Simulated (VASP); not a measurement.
**A VASP 6.6.1 single-point calculation on MoS2**

INCAR

```
ISIF = 2
SIGMA = 0.02
NBANDS = 20
IBRION = -1
ENCUT = 520
NSW = 0
LASPH = .TRUE.
LWAVE = .FALSE.
ISMEAR = -1
ALGO = All
PREC = Accurate
GGA = PE
EDIFF = 1E-7
LREAL = .FALSE.
LCHARG = .FALSE.
NELM = 120
```

KPOINTS

```
KPOINTS created by Atomic Simulation Environment
0
Gamma
12 12 4
0 0 0
```

POSCAR

```
Mo S
 1.0000000000000000
     3.2202374464190364   -0.0000000000000000    0.0000000000000000
    -1.6101187232095182    2.7888074348168157   -0.0000000000000000
     0.0000000000000000   -0.0000000000000000    5.9450267968125630
 Mo  S
   1   2
Cartesian
 -0.0000000000000000  0.0000000000000000 -0.0000000000000000
 -0.0000000000000000  1.8592049565445441  1.5458917519004469
  1.6101187232095178  0.9296024782722720  4.3991350449121187
```

The recommended PBE PAW datasets give the neutral cell 26 valence electrons.

Command

```
mpirun -np 1 vasp_std
```

Problem. Predict the outcome of this run.

Solution. It converged. Results: gap between bands v and c on the k mesh -1.10 eV (bands overlap: a metal); least direct gap on the k mesh 0.00 eV; pressure 2.1 GPa; largest force 0.18 eV/Å. Band v is the last that the valence electrons fill when counted band by band, and c is the next.

OSZICAR

```
N       E                     dE             d eps       ncg     rms           ort
DAV:   1     0.181576365852E+03    0.18158E+03   -0.14601E+04  1380   0.128E+03
DAV:   2    -0.151964796301E+02   -0.19677E+03   -0.19199E+03  1380   0.316E+02
DAV:   3    -0.225073599257E+02   -0.73109E+01   -0.72305E+01  1380   0.563E+01
DAV:   4    -0.225914096872E+02   -0.84050E-01   -0.83969E-01  1380   0.638E+00
DAV:   5    -0.225927400308E+02   -0.13303E-02   -0.13302E-02  1380   0.778E-01
SDA:   6    -0.159361936963E+02    0.66565E+01   -0.13302E-02  1380   0.309E+02   0.000E+00
CGA:   7    -0.204202013696E+02   -0.44840E+01   -0.41900E+01  1380   0.192E+01   0.730E-01
CGA:   8    -0.208156208118E+02   -0.39542E+00   -0.39591E+00  1380   0.619E+00  -0.215E-01
CGA:   9    -0.209332388416E+02   -0.11762E+00   -0.11762E+00  1380   0.134E+00   0.382E-03
CGA:  10    -0.209635408180E+02   -0.30302E-01   -0.30311E-01  1380   0.427E-01  -0.284E-03
CGA:  11    -0.209735336850E+02   -0.99929E-02   -0.99943E-02  1380   0.110E-01  -0.448E-04
CGA:  12    -0.209760649604E+02   -0.25313E-02   -0.25299E-02  1380   0.319E-02   0.487E-04
CGA:  13    -0.209769235560E+02   -0.85860E-03   -0.85817E-03  1380   0.966E-03   0.660E-05
CGA:  14    -0.209771692008E+02   -0.24564E-03   -0.24601E-03  1380   0.269E-03  -0.829E-05
CGA:  15    -0.209772561792E+02   -0.86978E-04   -0.87994E-04  1380   0.939E-04  -0.882E-05
CGA:  16    -0.209772821803E+02   -0.26001E-04   -0.25983E-04  1380   0.237E-04   0.304E-06
CGA:  17    -0.209772883631E+02   -0.61828E-05   -0.61280E-05  1380   0.604E-05   0.224E-05
CGA:  18    -0.209772900091E+02   -0.16461E-05   -0.16408E-05  1380   0.147E-05   0.361E-06
SDA:  19    -0.209772905175E+02   -0.50834E-06   -0.56040E-06  1380   0.675E-06  -0.421E-06
SDA:  20    -0.209772907014E+02   -0.18391E-06   -0.19414E-06  1380   0.430E-06  -0.253E-06
CGA:  21    -0.209772907426E+02   -0.41166E-07   -0.48494E-07  1380   0.271E-07   0.555E-07
   1 F= -.20977291E+02 E0= -.20976684E+02  d E =-.121292E-02
```

Standard output (part)

```
POSCAR found type information on POSCAR MoS
 POSCAR found :  2 types and       3 ions
 LDA part: xc-table for (Slater+PW92), standard interpolation
 POSCAR, INCAR and KPOINTS ok, starting setup
 WAVECAR not read
 entering main loop
 gam= 0.000 g(H,U,f)=  0.131E+02 0.174E+02 0.288E+00 ort(H,U,f) = 0.000E+00 0.000E+00 0.000E+00
 gam= 0.000 trial= 0.400  step=  0.2715 mean=  0.4000
 gam= 0.062 g(H,U,f)=  0.157E+01 0.344E+00 0.146E-01 ort(H,U,f) =-0.185E+01 0.184E+01 0.910E-01
 gam= 0.062 trial= 0.387  step=  0.4106 mean=  0.3872
 gam= 0.322 g(H,U,f)=  0.506E+00 0.113E+00 0.382E-03 ort(H,U,f) =-0.381E-01 0.159E-01 0.774E-03
 gam= 0.322 trial= 0.390  step=  0.3840 mean=  0.3895
 gam= 0.216 g(H,U,f)=  0.122E+00 0.114E-01 0.264E-03 ort(H,U,f) =-0.390E-01 0.385E-01 0.856E-03
 gam= 0.216 trial= 0.389  step=  0.4537 mean=  0.3890
 gam= 0.320 g(H,U,f)=  0.416E-01 0.111E-02 0.405E-04 ort(H,U,f) =-0.496E-02 0.450E-02 0.178E-03
 gam= 0.320 trial= 0.395  step=  0.4687 mean=  0.3954
 gam= 0.256 g(H,U,f)=  0.104E-01 0.588E-03 0.602E-05 ort(H,U,f) = 0.140E-03-0.191E-03 0.687E-05
 gam= 0.256 trial= 0.403  step=  0.4623 mean=  0.4028
 gam= 0.291 g(H,U,f)=  0.308E-02 0.107E-03 0.373E-05 ort(H,U,f) =-0.172E-03 0.211E-03 0.920E-05
 gam= 0.291 trial= 0.409  step=  0.5364 mean=  0.4087
 gam= 0.303 g(H,U,f)=  0.855E-03 0.109E-03 0.163E-05 ort(H,U,f) =-0.296E-05 0.119E-04-0.234E-05
 gam= 0.303 trial= 0.421  step=  0.5083 mean=  0.4215
...
```

For comparison, a separate PBE run of the intended cell, on usual settings and not on those above, gives a gap of -1.10 eV on its mesh and a pressure of 2.1 GPa.
